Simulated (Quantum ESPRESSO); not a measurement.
Crystal: Sr.

```
Sr
1.0
     0.00000    3.04235    3.04235
     3.04235    0.00000    3.04235
     3.04235    3.04235    0.00000
Sr
1
Direct
  0.00000 0.00000 0.00000
```

Base run:

- Program: Quantum ESPRESSO 7.5
- Functional: PBEsol
- Potentials or basis: SG15 PBE 1.2
- Cutoff: 925 eV
- Density cutoff: 3701 eV
- k mesh: 8 × 8 × 8
- Occupations: fermi-dirac, width 0.05 eV
- Spin: no spin polarisation

Its results: band gap on the k mesh none (metal or under the smearing width); pressure -0.9 GPa.

The run is repeated on the same cell with these changes: functional from PBEsol to PW91. What comes out?

Band gap on the k mesh none (metal or under the smearing width); pressure -0.4 GPa.

PW91 binds less tightly than PBEsol, so the same cell stands under more pressure.

Caveats: the potentials were made for another functional, which shifts forces and pressure.
